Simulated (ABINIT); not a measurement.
# Au (Fm-3m) in ABINIT: further runs

Aim: see how the results for Au move with the level of theory and the settings. Levels: r2SCAN, PBEsol, OLYP, LDA-Teter. Tasks: band structure, equation of state.

Everything below comes from runs of ABINIT 10.8.3 (patched build). Logs are shortened: lines on timing, memory, paths and dates and some standing lists are left out, and cuts for length are marked. The log counts tension as positive stress, the text compression.

**The experiment to reproduce.**

From “Exploring toroidal anvil profiles for larger sample volumes above 4 Mbar”, 2024, pmc:11102561, for a bulk crystal of Au: bulk modulus 167 GPa.

The results are compared with them further down.

### 1 The crystal as given

It takes space group Fm-3m (No. 225, cubic). The conventional cell has a = 4.070 Å, b = 4.070 Å, c = 4.070 Å, α = 90.00°, β = 90.00°, γ = 90.00°. Au (site symmetry m-3m) is surrounded by 12 Au at 2.88 Å.

### 2 Band structure, r2SCAN

run.abi reads:

```
# Datasets: ground state, then fixed potential
ndtset 2

# Pseudopotentials
pp_dirpath "./"
pseudos "Au.GGA_PBE-JTH.xml"

# Structure
acell 2.8779245994 2.8779245994 2.8779245994 Angstrom
rprim
     0.0000000000     0.7071067812     0.7071067812
     0.7071067812     0.0000000000     0.7071067812
     0.7071067812     0.7071067812     0.0000000000
ntypat 1
znucl 79
natom 1
typat 1
xcart
     0.0000000000     0.0000000000     0.0000000000

# Plane-wave basis
ecut 30.0
pawecutdg 52.0

# Exchange and correlation
ixc -497498
usekden 1
pawxcdev 0

# Bands and occupations
occopt 3
tsmear 0.00183747

# SCF cycle
nstep 100

# Output
iomode 3
prtwf 0
prteig 0
prtebands 0
enunit 2
prtden1 1
prtkden1 1

# Dataset 1
kptopt1 1
ngkpt1 11 11 11
nshiftk1 1
shiftk1 0.0 0.0 0.0
nband1 10
tolvrs1 1.0e-7

# Dataset 2: bands along G-X-W-K-G-L-U-W-L-K
iscf2 -2
getden2 1
getkden2 1
nband2 14
nbdbuf2 2
tolwfr2 1.0e-12
kptopt2 -9
ndivsm2 8
prteig2 1
kptbounds2
     0.0000000000     0.0000000000     0.0000000000
     0.5000000000     0.0000000000     0.5000000000
     0.5000000000     0.2500000000     0.7500000000
     0.3750000000     0.3750000000     0.7500000000
     0.0000000000     0.0000000000     0.0000000000
     0.5000000000     0.5000000000     0.5000000000
     0.6250000000     0.2500000000     0.6250000000
     0.5000000000     0.2500000000     0.7500000000
     0.5000000000     0.5000000000     0.5000000000
     0.3750000000     0.3750000000     0.7500000000
```

Potentials or basis: JTH PAW PBE v2.0.

Started as:

```console
> abinit run.abi > log 2>&1
```

run.abo:

```text
.Version 10.8.3 of ABINIT
 DATASET    1 : space group Fm -3 m (#225); Bravais cF (face-center cubic)
================================================================================
 Values of the parameters that define the memory need for DATASET  1.
     intxc =       0    ionmov =       0      iscf =      17    lmnmax =      18
     lnmax =       6     mgfft =      30  mpssoang =       3    mqgrid =    3001
     natom =       1  nloc_mem =       2    nspden =       1   nspinor =       1
    nsppol =       1      nsym =      48    n1xccc =       1    ntypat =       1
    occopt =       3   xclevel =       2
       mpw =         911          nfft =       27000          nkpt =          56
 PAW method is used; the additional fine FFT grid is defined by:
   mgfftf=        36    nfftf =     46656
================================================================================
================================================================================

 DATASET    2 : space group Fm -3 m (#225); Bravais cF (face-center cubic)
================================================================================
 Values of the parameters that define the memory need for DATASET  2.
     intxc =       0    ionmov =       0      iscf =      -2    lmnmax =      18
     lnmax =       6     mgfft =      30  mpssoang =       3    mqgrid =    3001
     natom =       1  nloc_mem =       2    nspden =       1   nspinor =       1
    nsppol =       1      nsym =      48    n1xccc =       1    ntypat =       1
    occopt =       3   xclevel =       2
       mpw =         914          nfft =       27000          nkpt =         139
 PAW method is used; the additional fine FFT grid is defined by:
   mgfftf=        36    nfftf =     46656
================================================================================
================================================================================

--------------------------------------------------------------------------------
------------- Echo of variables that govern the present computation ------------
--------------------------------------------------------------------------------
 -outvars: echo values of preprocessed input variables --------
            acell      5.4384893039E+00  5.4384893039E+00  5.4384893039E+00 Bohr
              amu      1.96966540E+02
             ecut      3.00000000E+01 Hartree
           enunit           2
           getden1          0
           getden2          1
          getkden1          0
          getkden2          1
             iscf1         17
             iscf2         -2
                       outvar_i_n : Printing only first  50 k-points.
              ixc     -497498
           jdtset        1    2
                       outvar_i_n : Printing only first  50 k-points.
           kptopt1          1
           kptopt2         -9
         kptrlatt       11    0    0      0   11    0      0    0   11
          kptrlen1     5.98233823E+01
          kptrlen2     3.00000000E+01
            natom           1
            nband1         10
            nband2         14
           nbdbuf1          0
           nbdbuf2          2
           ndtset           2
           ndivsm1          0
           ndivsm2          8
            ngfft          30      30      30
          ngfftdg          36      36      36
             nkpt1         56
             nkpt2        139
            nstep         100
             nsym          48
           ntypat           1
                       prtocc : prtvol=0, do not print more k-points.
           occopt           3
        pawecutdg      5.20000000E+01 Hartree
         pawxcdev           0
        prtebands           0
           prteig1          0
           prteig2          1
          prtkden           1
            prtwf           0
[... 1108 lines left out ...]
  4.6781E-01  5.7518E-01  7.7801E-01  9.6956E-01  1.2181E+00  1.3358E+00
  1.3654E+00  1.5814E+00

Result for kinetic energy density :

--------------------------------------------------------------------------------
 Total kinetic energy density [Ha/Bohr^3]
)     Maximum=    4.0856E-01  at reduced coord.    0.8889    0.9722    0.9722
)     Minimum=    1.7243E-03  at reduced coord.    0.0000    0.0000    0.0000
   Integrated=    9.4036E+00
--------------------------------------------------------------------------------

--- !ResultsGS
iteration_state: {dtset: 2, }
comment   : Summary of ground state results
lattice_vectors:
- [  0.0000000,   3.8455927,   3.8455927, ]
- [  3.8455927,   0.0000000,   3.8455927, ]
- [  3.8455927,   3.8455927,   0.0000000, ]
lattice_lengths: [   5.43849,    5.43849,    5.43849, ]
lattice_angles: [ 60.000,  60.000,  60.000, ] # degrees, (23, 13, 12)
lattice_volume:   1.1374173E+02
convergence: {deltae:  0.000E+00, res2:  0.000E+00, residm:  9.996E-13, diffor:  0.000E+00, }
etotal    :   1.53232772E+01
entropy   :   0.00000000E+00
fermie    :   2.89492852E-01
cartesian_stress_tensor: null
pressure_GPa: null
xred      :
- [  0.0000E+00,   0.0000E+00,   0.0000E+00, Au]
cartesian_forces: null
force_length_stats: {min: null, max: null, mean: null, }
...

 Integrated electronic density in atomic spheres:
 ------------------------------------------------
 Atom  Sphere_radius  Integrated_density
    1        2.50870          9.54229139

================================================================================

 ----iterations are completed or convergence reached----

 Mean square residual over all n,k,spin=   66.036E-14; max=  99.961E-14
 reduced coordinates (array xred) for    1 atoms
       0.000000000000      0.000000000000      0.000000000000

 cartesian coordinates (angstrom) at end:
    1      0.00000000000000     0.00000000000000     0.00000000000000
 length scales=  5.438489303879  5.438489303879  5.438489303879 bohr
              =  2.877924599400  2.877924599400  2.877924599400 angstroms
 Eigenvalues (hartree) for nkpt= 139  k points:
 kpt#   1, nband= 14, wtk=  1.00000, kpt=  0.0000  0.0000  0.0000 (reduced coord)
  -0.08921    0.10172    0.10172    0.10172    0.15915    0.15915    0.87038    1.02003
   1.02003    1.02003    1.19801    1.35242    1.35242    1.35242
 kpt#   2, nband= 14, wtk=  1.00000, kpt=  0.0217  0.0000  0.0217 (reduced coord)
  -0.08836    0.10128    0.10211    0.10211    0.15868    0.15934    0.87136    1.01632
   1.01927    1.01927    1.20415    1.34365    1.34365    1.35316
 kpt#   3, nband= 14, wtk=  1.00000, kpt=  0.0435  0.0000  0.0435 (reduced coord)
  -0.08581    0.09996    0.10326    0.10326    0.15728    0.15991    0.87424    1.00662
   1.01686    1.01686    1.22098    1.32514    1.32514    1.35549
 kpt#   4, nband= 14, wtk=  1.00000, kpt=  0.0652  0.0000  0.0652 (reduced coord)
  -0.08158    0.09782    0.10518    0.10518    0.15500    0.16085    0.87897    0.99374
   1.01240    1.01240    1.24482    1.30541    1.30580    1.36138
 kpt#   5, nband= 14, wtk=  1.00000, kpt=  0.0870  0.0000  0.0870 (reduced coord)
  -0.07573    0.09490    0.10786    0.10786    0.15194    0.16214    0.88540    0.97996
   1.00534    1.00534    1.26788    1.28816    1.28819    1.32768
 kpt#   6, nband= 14, wtk=  1.00000, kpt=  0.1087  0.0000  0.1087 (reduced coord)
  -0.06833    0.09131    0.11127    0.11127    0.14823    0.16378    0.89338    0.96672
[... 385 lines left out ...]
 kpt# 135, nband= 14, wtk=  1.00000, kpt=  0.4107  0.4107  0.6786 (reduced coord)
   0.04208    0.07647    0.11596    0.14657    0.19885    0.40448    0.43483    0.66384
   0.84008    0.94266    1.29098    1.30784    1.32480    1.55745
 kpt# 136, nband= 14, wtk=  1.00000, kpt=  0.4018  0.4018  0.6964 (reduced coord)
   0.04143    0.07308    0.11813    0.15386    0.19845    0.41043    0.45286    0.62994
   0.82302    0.95147    1.28698    1.31590    1.31737    1.56889
 kpt# 137, nband= 14, wtk=  1.00000, kpt=  0.3929  0.3929  0.7143 (reduced coord)
   0.03959    0.06869    0.12318    0.16058    0.19860    0.41777    0.46819    0.59994
   0.80671    0.95897    1.26545    1.32321    1.33016    1.57463
 kpt# 138, nband= 14, wtk=  1.00000, kpt=  0.3839  0.3839  0.7321 (reduced coord)
   0.03723    0.06391    0.12953    0.16628    0.19953    0.42720    0.47533    0.57925
   0.79157    0.96500    1.24170    1.32979    1.34730    1.57507
 kpt# 139, nband= 14, wtk=  1.00000, kpt=  0.3750  0.3750  0.7500 (reduced coord)
   0.03482    0.05924    0.13593    0.17053    0.20140    0.43842    0.46781    0.57518
   0.77801    0.96956    1.21815    1.33575    1.36544    1.58136
 Eigenvalues (   eV  ) for nkpt= 139  k points:
 kpt#   1, nband= 14, wtk=  1.00000, kpt=  0.0000  0.0000  0.0000 (reduced coord)
  -2.42755    2.76802    2.76802    2.76802    4.33070    4.33070   23.68438   27.75634
  27.75634   27.75634   32.59958   36.80113   36.80113   36.80113
 kpt#   2, nband= 14, wtk=  1.00000, kpt=  0.0217  0.0000  0.0217 (reduced coord)
  -2.40434    2.75597    2.77852    2.77852    4.31783    4.33588   23.71080   27.65552
  27.73574   27.73574   32.76662   36.56252   36.56252   36.82123
 kpt#   3, nband= 14, wtk=  1.00000, kpt=  0.0435  0.0000  0.0435 (reduced coord)
  -2.33494    2.72018    2.80996    2.80996    4.27971    4.35136   23.78935   27.39166
  27.67017   27.67017   33.22450   36.05879   36.05881   36.88482
 kpt#   4, nband= 14, wtk=  1.00000, kpt=  0.0652  0.0000  0.0652 (reduced coord)
  -2.22003    2.66176    2.86218    2.86218    4.21778    4.37692   23.91790   27.04093
  27.54892   27.54892   33.87330   35.52214   35.53257   37.04503
 kpt#   5, nband= 14, wtk=  1.00000, kpt=  0.0870  0.0000  0.0870 (reduced coord)
  -2.06083    2.58249    2.93490    2.93490    4.13449    4.41217   24.09305   26.66611
  27.35676   27.35676   34.50083   35.05263   35.05341   36.12805
 kpt#   6, nband= 14, wtk=  1.00000, kpt=  0.1087  0.0000  0.1087 (reduced coord)
  -1.85925    2.48464    3.02772    3.02772    4.03346    4.45659   24.31008   26.30567
[... 386 lines left out ...]
   1.14505    2.08094    3.15553    3.98848    5.41094   11.00638   11.83222   18.06405
  22.85971   25.65119   35.12941   35.58815   36.04971   42.38038
 kpt# 136, nband= 14, wtk=  1.00000, kpt=  0.4018  0.4018  0.6964 (reduced coord)
   1.12736    1.98858    3.21437    4.18664    5.40019   11.16833   12.32290   17.14147
  22.39553   25.89079   35.02050   35.80758   35.84741   42.69162
 kpt# 137, nband= 14, wtk=  1.00000, kpt=  0.3929  0.3929  0.7143 (reduced coord)
   1.07719    1.86914    3.35194    4.36968    5.40410   11.36797   12.74019   16.32522
  21.95182   26.09478   34.43452   36.00650   36.19540   42.84780
 kpt# 138, nband= 14, wtk=  1.00000, kpt=  0.3839  0.3839  0.7321 (reduced coord)
   1.01313    1.73913    3.52463    4.52470    5.42936   11.62459   12.93442   15.76231
  21.53982   26.25910   33.78842   36.18553   36.66196   42.85973
 kpt# 139, nband= 14, wtk=  1.00000, kpt=  0.3750  0.3750  0.7500 (reduced coord)
   0.94745    1.61197    3.69880    4.64045    5.48035   11.93003   12.72964   15.65137
  21.17076   26.38318   33.14751   36.34768   37.15540   43.03106

== END DATASET(S) ==============================================================
================================================================================

 -outvars: echo values of variables after computation  --------
            acell      5.4384893039E+00  5.4384893039E+00  5.4384893039E+00 Bohr
           etotal1     1.5323277236E+01
            fcart1    -0.0000000000E+00 -0.0000000000E+00 -0.0000000000E+00
            rprim      0.0000000000E+00  7.0710678120E-01  7.0710678120E-01
                       7.0710678120E-01  0.0000000000E+00  7.0710678120E-01
                       7.0710678120E-01  7.0710678120E-01  0.0000000000E+00
           strten1    -2.5387847493E-04 -2.5387847493E-04 -2.5387847493E-04
                       0.0000000000E+00  0.0000000000E+00  0.0000000000E+00
 Calculation completed.
```

Wall time 6.4 min (1 thread of Arm Neoverse V1, shared host); peak memory 0.13 GiB.

What came out:

```
Free energy                                           : 416.9676 eV
Pressure                                              : 7.5 GPa
Band gap on the k mesh                                : none (metal or under the smearing width)
Valence electrons inside the program's atomic spheres : Au 9.54 (radii [1.3275] Å)
```

Levels at the corners of the path, in eV from the Fermi level:
| point | band 2 | band 3 | band 4 | band 5 | band 6 | band 7 | band 8 | band 9 |
| --- | --- | --- | --- | --- | --- | --- | --- | --- |
| Γ | -5.11 | -5.11 | -5.11 | -3.55 | -3.55 | 15.81 | 19.88 | 19.88 |
| X | -7.26 | -2.34 | -1.93 | -1.93 | 1.08 | 6.00 | 10.62 | 10.62 |
| W | -5.57 | -5.57 | -3.68 | -1.93 | 4.96 | 6.58 | 6.58 | 9.89 |
| K | -6.27 | -4.18 | -3.24 | -2.40 | 4.05 | 4.85 | 7.77 | 13.29 |
| Γ | -5.11 | -5.11 | -5.11 | -3.55 | -3.55 | 15.81 | 19.88 | 19.88 |
| L | -5.16 | -5.16 | -2.28 | -2.28 | -0.94 | 3.14 | 15.19 | 18.26 |
| U | -6.27 | -4.18 | -3.24 | -2.40 | 4.05 | 4.85 | 7.77 | 13.29 |
| W | -5.57 | -5.57 | -3.68 | -1.93 | 4.96 | 6.58 | 6.58 | 9.89 |
| L | -5.16 | -5.16 | -2.28 | -2.28 | -0.94 | 3.14 | 15.19 | 18.26 |
| K | -6.27 | -4.18 | -3.24 | -2.40 | 4.05 | 4.85 | 7.77 | 13.29 |

Caveat: totals of a meta-GGA on PAW files have another zero than those of a GGA; the PAW data sets were made with another functional, which shifts forces and pressure a little; spin-orbit coupling is left out, which moves the levels of the heavy elements.

### 3 Equation of state, PBEsol

run.abi reads:

```
ndtset 7
getwfk -1
scalecart1 3*0.9795861087
scalecart2 3*0.9864848297
scalecart3 3*0.9932883884
scalecart4 3*1.0000000000
scalecart5 3*1.0066227096
scalecart6 3*1.0131594038
scalecart7 3*1.0196128224

pp_dirpath "./"
pseudos "Au.GGA_PBE-JTH.xml"

acell 3*1.0 Angstrom
rprim
     0.0000000000     2.0350000000     2.0350000000
     2.0350000000     0.0000000000     2.0350000000
     2.0350000000     2.0350000000     0.0000000000
ntypat 1
znucl 79
natom 1
typat 1
xred
     0.0000000000     0.0000000000     0.0000000000

ecut 20.0
pawecutdg 40.0

kptopt 1
ngkpt 11 11 11
nshiftk 1
shiftk 0.0 0.0 0.0

ixc -116133

nband 10
occopt 3
tsmear 0.05 eV

nstep 100
tolvrs 1.0e-9

iomode 3
prtwf 1
prtden 0
prteig 0
prtebands 0
enunit 1
```

Potentials or basis: JTH PAW PBE v2.0.

Started as:

```console
> abinit run.abi > log 2>&1
```

Run time: 1.7 min. Hardware: 1 thread of Arm Neoverse V1, shared host; peak memory 0.13 GiB.

The run converged. Its results:

```
Equilibrium volume                      : 17.07 Å³/atom
Bulk modulus                            : 176 GPa
Pressure derivative of the bulk modulus : 5.8
```

Energy against volume, from the lowest point:
| volume (Å³/atom) | energy (meV/atom) |
| --- | --- |
| 15.843 | 57.14 |
| 16.181 | 28.44 |
| 16.518 | 10.18 |
| 16.855 | 1.08 |
| 17.192 | 0.00 |
| 17.529 | 5.88 |
| 17.866 | 17.90 |

Caveat: pressures at fixed basis lie under the slope of the energies; the PAW data sets were made with another functional, which shifts forces and pressure a little. Spin-orbit coupling is left out, which matters for the levels of Au.

(Continued in part 2 of 2.)
